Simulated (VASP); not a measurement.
Given:

```xyz
2
Lattice="0.0000 3.0532 3.0532 3.0532 0.0000 3.0532 3.0532 3.0532 0.0000" Properties=species:S:1:pos:R:3 pbc="T T T"
Al     0.0000     0.0000     0.0000
Sb     1.5266     1.5266     1.5266
```

Level of theory: PBEsol GGA, VASP's PBE PAW potentials (set 64) (plane waves; VASP). Settings: 520 eV cut-off, 8×8×8 Γ-centred mesh, Gaussian smearing of 0.050 eV, potentials Al Sb.

Task: The job: AlSb (zinc blende), 2 atoms, PBEsol, static run, 520 eV, 8×8×8 Γ-centred mesh. Roughly how much core time does it take on a busy server core?

Result: About 8 core-seconds (one run on a shared machine, a rough figure). It had 29 irreducible k-points, 8 bands, up to 1543 plane waves and 12 electronic steps.

The compound is AlSb in the zinc blende structure. This cell is one point of a volume scan, at 0.97 of the reference volume.
